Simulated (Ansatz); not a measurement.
Si:

```
Si
1.0
    -1.62691    1.62691    1.32033
     1.62691   -1.62691    1.32033
     1.62691    1.62691   -1.32033
Si
1
Direct
  0.00000 0.00000 0.00000
```

This isn't the form of Si at room conditions, which is diamond.

Base run:

* Program: Ansatz 0.2.0
* Functional: PBE
* Potentials or basis: all-electron LAPW, scalar-relativistic
* Cutoff: 153 eV (chosen from the basis error)
* Basis error allowed: 0.001 eV/atom
* k mesh: 13 × 13 × 13
* Occupations: fermi-dirac, width 0.05 eV
* Spin: no spin polarisation

Its results: pressure 3.5 GPa.

Q: The run is repeated on the same cell with these changes: functional from PBE to LDA. What comes out?

A: Pressure -0.2 GPa.

LDA binds more tightly than PBE, so the same cell stands under less pressure.
